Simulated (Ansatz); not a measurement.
# BaTiO3: the cost of one run

Computed with Ansatz 0.2.0 (DFT r2SCAN, scalar-relativistic, plane waves, PAW, unless a step's input says otherwise).

## (1) Starting point

Symmetry: Amm2, No. 38, orthorhombic system. The conventional cell has a = 3.983 Å, b = 5.725 Å, c = 5.751 Å, α = 90.00°, β = 90.00°, γ = 90.00°. Ba (site symmetry mm2) is surrounded by 12 O at 2.79 to 2.96 Å. Ti (site symmetry mm2) is surrounded by 6 O at 1.87 to 2.19 Å. O (site symmetry m) is surrounded by 2 Ti at 1.87 to 2.19 Å. O (site symmetry mm2) has 2 Ti at 2.00 Å and 4 Ba at 2.79 to 2.96 Å as nearest neighbours.

Structure file:

```cif
data_structure
_symmetry_space_group_name_H-M 'Amm2'
_symmetry_Int_Tables_number 38
_cell_length_a 3.9833
_cell_length_b 5.7252
_cell_length_c 5.7507
_cell_angle_alpha 90.000
_cell_angle_beta 90.000
_cell_angle_gamma 90.000
_cell_volume 131.15
loop_
_atom_site_label
_atom_site_type_symbol
_atom_site_symmetry_multiplicity
_atom_site_Wyckoff_symbol
_atom_site_fract_x
_atom_site_fract_y
_atom_site_fract_z
_atom_site_occupancy
Ba1 Ba 2 a 0.00000 0.50000 0.50341 1
Ti1 Ti 2 b 0.50000 0.50000 0.01850 1
O1 O 4 e 0.50000 0.74354 0.23489 1
O2 O 2 a 0.00000 0.50000 0.98820 1
```

The structure comes from the Materials Project (structure only).

(A quick probe on a coarse mesh, which set the mesh and smearing, is not shown.)

## (3) Relaxing cell and atoms

input.yaml

```yaml
crystal:
  lattice:
    - [3.98333387, 0.0, 0.0]
    - [0.0, 2.8625951084, 2.875339531]
    - [0.0, -2.8625951084, 2.875339531]
  atoms:
    - { symbol: Ba, position: [0.0, 0.00341385, 0.00341385] }
    - { symbol: Ti, position: [0.5, 0.51850382, 0.51850382] }
    - { symbol: O, position: [0.5, 0.97842567, 0.4913519] }
    - { symbol: O, position: [0.5, 0.4913519, 0.97842567] }
    - { symbol: O, position: [0.0, 0.48820476, 0.48820476] }
basis:
  ecutwfc: 500
kpoints:
  mp_grid: { grid: [6, 6, 6] }
hamiltonian:
  xc: r2scan
scf:
  occupations: { method: gaussian, width: 0.02 }
output:
  forces: true
  stress: true
  eigenvalues: true
relax:
  adjacent_minimum: "off"
  f_tol: 0.005
  max_steps: 80
  cell: { stress_tol: 0.05 }
```

Started as:

```sh
ansatz run input.yaml --threads 1 --pin off --max-ram 2560MiB --backend cpu --events-out ev --progress --plain --runs-dir out
```

Q: Estimate wall time and peak memory on 1 thread of Intel Xeon Platinum 8259CL at 2.50GHz (Skylake/Cascade Lake), shared host.

About 2.6 min, with a peak of 0.56 GiB.
